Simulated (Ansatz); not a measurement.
We consider rutile GeO₂, described by G0W0@PBE+SOC (Ansatz, a quantum-chemistry and plane-wave program, hard PAW, contour deformation, complete-basis limit, spin–orbit shift from PBE).

Numerical settings: largest k mesh 6×6×8 (not extrapolated in the mesh).

Cell (measured lattice):

```
CELL_PARAMETERS angstrom
      4.40656     0.00000     0.00000
      0.00000     4.40656     0.00000
      0.00000     0.00000     2.86186
ATOMIC_POSITIONS crystal
  Ge 0.00000 0.00000 0.00000
  Ge 0.50000 0.50000 0.50000
  O  0.30630 0.30630 0.00000
  O  0.80630 0.19370 0.50000
  O  0.19370 0.80630 0.50000
  O  0.69370 0.69370 0.00000
```

Give the computed band gap.


* **band gap**: 4.07 eV

Measured, for comparison: band gap 4.68 eV (temperature not stated, no zero-point or thermal correction, direct (forbidden), UV absorption; as tabulated in Mengle et al. (2019), arXiv:1905.10301). Computed (rounded) less measured: band gap -0.61 eV.

Note: filled d or f shells below the valence bands can shift G0W0 gaps through exchange with them, which wasn't tested here; spin–orbit coupling enters as the shift of the gap found with a semilocal functional; cell and atoms aren't relaxed at this level.

The result took roughly 5 core-hours.
